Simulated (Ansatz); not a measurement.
Here is an unrelaxed guess for In.

```xyz
3
Lattice="3.9434 0.0000 0.0000 -1.9717 3.4151 0.0000 0.0000 0.0000 6.2163" Properties=species:S:1:pos:R:3 pbc="T T T"
In    1.9717    1.1384    4.5066
In    1.9717    1.1384    1.7097
In    0.0000    0.0000    0.0000
```

Method: Ansatz 0.2.0, DFT PBE, scalar-relativistic, plane waves, PAW. Plane waves to 420 eV, a k mesh through Γ of 6×6×4 on the computed 3-atom cell and Gaussian smearing (0.10 eV); no spin polarisation.

Energies count from the standard state of In at the same level.

Question: What does a single point on this coarse mesh give?

Answer: The pressure is 6.9 GPa (the mean over three directions, positive in compression), the largest force is 0.76 eV/Å, and the energy is +0.31 eV/atom against the standard state. The shortest distance is 2.80 Å.

Question: Is it a good guess?

Answer: A rough one: relaxing gains about 0.29 eV/atom (the start's value is from the coarse mesh, so the gain is rough) in 26 ionic steps and ends at +0.02 eV/atom on the finer mesh. The symmetry stays P-6m2 (No. 187). The volume per atom grows by 0.7 %, from 27.9 to 28.1 Å³. The shortest distance goes from 2.80 Å (In–In) to 3.11 Å (In–In). The ratio c/a of the conventional cell changes by a factor of 1.64. Conventional cell: a = 3.353 Å, c = 8.653 Å. In on a site of symmetry 3m is surrounded by 1 In at 3.11 Å and 9 In at 3.35–3.38 Å; In on a site of symmetry -6m2 has 12 In at 3.35–3.38 Å.

The last run used an 18×18×6 mesh (in the run's order of axes) for its 3-atom cell and Gaussian smearing of 0.10 eV. For metals, differences of a few meV/atom aren't resolved. The relaxation can't lower the symmetry of the start, and the grade says only how near the guess is to its own end. A structure relaxed within its symmetry needn't be a true minimum. Another cell of In relaxed alike, in C2/m, lies 14 meV/atom lower, so this cell isn't the stable form at this level.
